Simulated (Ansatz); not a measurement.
## WC (Qusongite) under changes of volume

One of the cells (10.376 Å³/atom); the others are scaled copies at fixed shape and fractional positions:

```xyz
2
Lattice="2.9065 0.0000 0.0000 -1.4532 2.5171 0.0000 0.0000 0.0000 2.8366" Properties=species:S:1:pos:R:3 pbc="T T T"
W     0.0000    0.0000    0.0000
C     1.4533    0.8390    1.4183
```

- Program: Ansatz 0.2.0
- Functional: PBEsol
- Potentials or basis: all-electron LAPW, scalar-relativistic
- Cutoff: 363 eV (chosen from the basis error)
- Basis error allowed: 0.0005 eV/atom
- k mesh: 10 × 10 × 9
- Occupations: fermi-dirac, width 0.05 eV
- Spin: no spin polarisation

| volume (Å³/atom) | energy over the lowest point (meV/atom) | pressure (GPa) |
| --- | --- | --- |
| 9.754 | 38.10 | 24.5 |
| 9.961 | 13.15 | 14.2 |
| 10.169 | 0.87 | 4.9 |
| 10.376 | 0.00 | -3.4 |
| 10.584 | 9.39 | -10.9 |
| 10.791 | ? | ? |
| 10.999 | 54.92 | -23.7 |

Task: What does the run at 10.791 Å³/atom give?

Result: Energy over the lowest point 28.01 meV/atom; pressure -17.7 GPa.

Worked out: A Birch-Murnaghan fit of order 3 (a polynomial in V^(-2/3)) to the other rows has its minimum at 10.29 Å³/atom with B0 = V·E''(V) = 410 GPa and B' = 4.3 at fixed shape and positions, which overstates the stiffness. It gives 27.96 meV/atom at 10.791 Å³/atom, against the run's 28.01, and -dE/dV = -17.7 GPa, against -17.7.

Energies are extrapolated to zero smearing.
